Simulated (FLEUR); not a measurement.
**W: single point with PBEsol**

The system is W.

```
CELL_PARAMETERS angstrom
0.00000 2.03000 2.03000
2.03000 0.00000 2.03000
2.03000 2.03000 0.00000
ATOMIC_POSITIONS crystal
W 0.00000 0.00000 0.00000
```

This isn't the form of W at room conditions, which is bcc.

```json
{
  "Program": "FLEUR MaX-R8.1 (later development tree)",
  "Task": "single point",
  "Functional": "PBEsol",
  "Potentials or basis": "all-electron",
  "Basis": "FLAPW",
  "Kmax": "4.1 1/bohr",
  "k mesh": "11 × 11 × 11",
  "Occupations": "fermi-dirac, width 0.05 eV",
  "Spin": "no spin polarisation",
  "Gmax": "12.7 1/bohr",
  "Muffin-tin radii": "W 2.46 bohr",
  "lmax": "W 10",
  "lnonsphr": "W 10",
  "Local orbitals a species": "W 4",
  "Max iterations": "60",
  "Mixing factor": "0.05",
  "Mixer": "Anderson",
  "Mixer history": "15",
  "Density convergence": "1e-05 me/bohr^3"
}
```

```yaml
Band_gap_on_the_k_mesh: none (metal or under the smearing width)
Valence_electrons_inside_the_program's_atomic_spheres: W 25.83 (radii W 2.46 bohr)
```

Levels at points of the mesh, in eV from the Fermi level:
```csv
k point,band 10,band 11,band 12,band 13,band 14,band 15,band 16,band 17,band 18,band 19
"(0.00, 0.00, 0.00)",-27.77,-27.77,-8.90,-0.54,-0.54,-0.54,2.49,2.49,12.90,18.03
```

Core levels (eV from the Fermi level):
| atom | levels |
| --- | --- |
| 1 W | 1s1/2 -69369.6, 2s1/2 -11960.9, 2p1/2 -11437.7, 2p3/2 -10085.6, 3s1/2 -2750.3, 3p1/2 -2517.4, 3p3/2 -2225.0, 4s1/2 -562.8, 3d3/2 -1833.0, 3d5/2 -1769.4, 4p1/2 -466.3, 4p3/2 -398.4, 4d3/2 -239.9, 4d5/2 -227.4 |

It took 17 s on 1 thread of AMD EPYC 9R45 96-Core Processor (Zen 5), on a shared host, peak memory 0.07 GiB.

Spin-orbit coupling is left out, which matters for the levels of W.
